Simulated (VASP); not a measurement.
# Y (P6_3/mmc) in VASP: further runs, part 2 of 2

VASP 6.6.1.

## 4. Band structure, RPBE

Contents of INCAR:

```
SYSTEM = Y
PREC = Accurate
ENCUT = 520
EDIFF = 1E-6
ISMEAR = -1
SIGMA = 0.05
LREAL = .FALSE.
LASPH = .TRUE.
NELM = 80
ALGO = Normal
ISIF = 2
LWAVE = .FALSE.
LCHARG = .FALSE.
LMAXMIX = 4
GGA = RP
NBANDS = 18
```

Contents of KPOINTS:

```
Automatic mesh
0
G
  8 8 5
  0 0 0
```

Contents of POSCAR:

```
Y
1.0
    3.6474000000      0.0000000000      0.0000000000
   -1.8237000000      3.1587410578      0.0000000000
    0.0000000000      0.0000000000      5.7306000000
Y
2
Direct
    0.6666666667      0.3333333333      0.7500000000
    0.3333333333      0.6666666667      0.2500000000
```

Contents of KPOINTS_OPT:

```
path GMKGALHA,LM,KH
15
line-mode
reciprocal
 0.0000000000  0.0000000000  0.0000000000  G
 0.5000000000  0.0000000000  0.0000000000  M

 0.5000000000  0.0000000000  0.0000000000  M
 0.3333333333  0.3333333333  0.0000000000  K

 0.3333333333  0.3333333333  0.0000000000  K
 0.0000000000  0.0000000000  0.0000000000  G

 0.0000000000  0.0000000000  0.0000000000  G
 0.0000000000  0.0000000000  0.5000000000  A

 0.0000000000  0.0000000000  0.5000000000  A
 0.5000000000  0.0000000000  0.5000000000  L

 0.5000000000  0.0000000000  0.5000000000  L
 0.3333333333  0.3333333333  0.5000000000  H

 0.3333333333  0.3333333333  0.5000000000  H
 0.0000000000  0.0000000000  0.5000000000  A

 0.5000000000  0.0000000000  0.5000000000  L
 0.5000000000  0.0000000000  0.0000000000  M

 0.3333333333  0.3333333333  0.0000000000  K
 0.3333333333  0.3333333333  0.5000000000  H
```

The run is started by

```console
cat potpaw_PBE.64/Y_sv/POTCAR > POTCAR
mpirun -np 1 vasp_std > vasp.out
```

Run time: 72 s. Hardware: 1 thread of AMD EPYC 9R45 (Zen 5), shared host; peak memory 0.18 GiB.

Results (log left out):

```yaml
Free_energy: -12.2219 eV
Pressure: 1.3 GPa
Band_gap_along_the_path: none (metal or under the smearing width)
```

Stress tensor (GPa, compression positive):
```
1.42 0.00 0.00
0.00 1.42 0.00
0.00 0.00 1.03
```

Levels at the corners of the path, in eV from the Fermi level:
```
point  band 7  band 8  band 9  band 10  band 11  band 12  band 13  band 14
    Γ  -22.45  -22.42   -4.66    -1.83     0.84     1.78     1.78     2.07
    M  -22.56  -22.50   -1.65    -1.16    -0.79    -0.12     1.40     1.51
    M  -22.56  -22.50   -1.65    -1.16    -0.79    -0.12     1.40     1.51
    K  -22.65  -22.64   -0.67    -0.65    -0.65    -0.45     1.09     1.09
    K  -22.65  -22.64   -0.67    -0.65    -0.65    -0.45     1.09     1.09
    Γ  -22.45  -22.42   -4.66    -1.83     0.84     1.78     1.78     2.07
    Γ  -22.45  -22.42   -4.66    -1.83     0.84     1.78     1.78     2.07
    A  -22.49  -22.49   -3.24    -3.24     0.96     0.96     1.70     1.70
    A  -22.49  -22.49   -3.24    -3.24     0.96     0.96     1.70     1.70
    L  -22.56  -22.56   -1.62    -1.62     0.08     0.08     1.37     1.37
    L  -22.56  -22.56   -1.62    -1.62     0.08     0.08     1.37     1.37
    H  -22.51  -22.51   -0.37    -0.37    -0.34    -0.34     0.40     0.40
    H  -22.51  -22.51   -0.37    -0.37    -0.34    -0.34     0.40     0.40
    A  -22.49  -22.49   -3.24    -3.24     0.96     0.96     1.70     1.70
    L  -22.56  -22.56   -1.62    -1.62     0.08     0.08     1.37     1.37
    M  -22.56  -22.50   -1.65    -1.16    -0.79    -0.12     1.40     1.51
    K  -22.65  -22.64   -0.67    -0.65    -0.65    -0.45     1.09     1.09
    H  -22.51  -22.51   -0.37    -0.37    -0.34    -0.34     0.40     0.40
```

Caveat: the PAW data sets were made with another functional, which shifts forces and pressure a little.

## 5. Band structure, revPBE

Edit INCAR of step 4 so:

```diff
@@ -14,3 +14,3 @@
 LMAXMIX = 4
-GGA = RP
+GGA = RE
 NBANDS = 18
```

KPOINTS is that of step 4.

POSCAR is that of step 4.

KPOINTS_OPT is that of step 4.

The run is started by

```console
cat potpaw_PBE.64/Y_sv/POTCAR > POTCAR
mpirun -np 1 vasp_std > vasp.out
```

Wall time 72 s (1 thread of AMD EPYC 9R45 (Zen 5), shared host); peak memory 0.18 GiB.

Results (log left out):

- Free energy: -12.3448 eV
- Pressure: 0.9 GPa
- Band gap along the path: none (metal or under the smearing width)

Stress tensor (GPa, compression positive):
```
1.01 0.00 0.00
0.00 1.01 0.00
0.00 0.00 0.61
```

Levels at the corners of the path, in eV from the Fermi level:
```
point  band 6  band 7  band 8  band 9  band 10  band 11  band 12  band 13  band 14  band 15
    Γ  -22.44  -22.44  -22.40   -4.66    -1.83     0.85     1.77     1.77     2.06     2.37
    M  -22.64  -22.55  -22.49   -1.65    -1.16    -0.80    -0.11     1.40     1.50     2.07
    M  -22.64  -22.55  -22.49   -1.65    -1.16    -0.80    -0.11     1.40     1.50     2.07
    K  -22.64  -22.64  -22.63   -0.67    -0.65    -0.65    -0.44     1.08     1.08     2.33
    K  -22.64  -22.64  -22.63   -0.67    -0.65    -0.65    -0.44     1.08     1.08     2.33
    Γ  -22.44  -22.44  -22.40   -4.66    -1.83     0.85     1.77     1.77     2.06     2.37
    Γ  -22.44  -22.44  -22.40   -4.66    -1.83     0.85     1.77     1.77     2.06     2.37
    A  -22.48  -22.48  -22.48   -3.24    -3.24     0.96     0.96     1.70     1.70     1.70
    A  -22.48  -22.48  -22.48   -3.24    -3.24     0.96     0.96     1.70     1.70     1.70
    L  -22.56  -22.55  -22.55   -1.62    -1.62     0.08     0.08     1.37     1.37     2.79
    L  -22.56  -22.55  -22.55   -1.62    -1.62     0.08     0.08     1.37     1.37     2.79
    H  -22.73  -22.50  -22.50   -0.37    -0.37    -0.35    -0.35     0.41     0.41     2.76
    H  -22.73  -22.50  -22.50   -0.37    -0.37    -0.35    -0.35     0.41     0.41     2.76
    A  -22.48  -22.48  -22.48   -3.24    -3.24     0.96     0.96     1.70     1.70     1.70
    L  -22.56  -22.55  -22.55   -1.62    -1.62     0.08     0.08     1.37     1.37     2.79
    M  -22.64  -22.55  -22.49   -1.65    -1.16    -0.80    -0.11     1.40     1.50     2.07
    K  -22.64  -22.64  -22.63   -0.67    -0.65    -0.65    -0.44     1.08     1.08     2.33
    H  -22.73  -22.50  -22.50   -0.37    -0.37    -0.35    -0.35     0.41     0.41     2.76
```

Caveat: the PAW data sets were made with another functional, which shifts forces and pressure a little.

## 6. For comparison

An earlier run on the cell as given: functional PBE; potentials or basis VASP PAW PBE potentials, release 64 (Y_sv); cutoff 520 eV; k mesh 8 × 8 × 5; occupations fermi-dirac, width 0.05 eV; no spin polarisation.

* Pressure: -0.2 GPa
* Band gap on the k mesh: none (metal or under the smearing width)

## 7. Summary

| task | level | pressure (GPa) |
| --- | --- | --- |
| band structure | PBE | -0.2 |
| band structure | PBEsol | -2.1 |
| band structure | RPBE | 1.3 |
| band structure | revPBE | 0.9 |
| single point | PBE | -0.2 |

Alike in all rows: potentials or basis VASP PAW PBE potentials, release 64 (Y_sv); no spin polarisation; cell as given; k mesh 8 × 8 × 5; cutoff (eV) 520; smearing fermi-dirac 0.05 eV.

The pressure there spans -2.1 GPa (PBEsol) to 1.3 GPa (RPBE); a positive pressure means that this level wants a larger cell, a negative one a smaller.

Caveats: the PAW data sets were made with another functional, which shifts forces and pressure a little (some runs).

Absolute energies hang on the potentials; compare differences alone.
